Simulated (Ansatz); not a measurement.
A 2-atom cell of CaSe started from a crystallographic database, relaxed with r2SCAN: it is cubic, Fm-3m (No. 225); conventional cell a = 5.935 Å, 26.13 Å³ an atom. Ca is surrounded by 6 Se at 2.97 Å; Se is surrounded by 6 Ca at 2.97 Å. One-shot G0W0@PBE in the plane-wave code Ansatz on a 4×4×4 mesh (contour deformation, no spin-orbit coupling), from a PBE gap of 2.048 eV over the mesh points (the G0W0 gap is indirect on the mesh); the number N of bands summed and the screening cutoff rise together. (Simulation; spin polarisation is off.)

| N | cutoff (eV) | 1000/N | G0W0 gap (eV) |
| --- | --- | --- | --- |
| 97 | 80 | 10.309 | 3.518 |
| 209 | 140 | 4.785 | 3.686 |

Question: Lay a straight line in 1000/N through these rows.

Answer: The slope is -0.0304 eV per unit of 1000/N and the intercept 3.832 eV.

Question: Predict the gap at N = 374 (210 eV).

Answer: 3.832 + (-0.0304) × 2.674 = 3.751 eV; the run gives 3.758 eV, +0.007 eV from the line.

Question: With that run's result added, what limit do the last two rows suggest?

Answer: Their slope is (3.758 − 3.686)/(2.674 − 4.785) = -0.0341, which meets 1/N = 0 at 3.85 eV, against 3.832 eV from the first line. The slope steepens, so 1/N isn't yet asymptotic and the true limit probably lies higher still; the k mesh isn't extrapolated.

Spin-orbit coupling is left out.
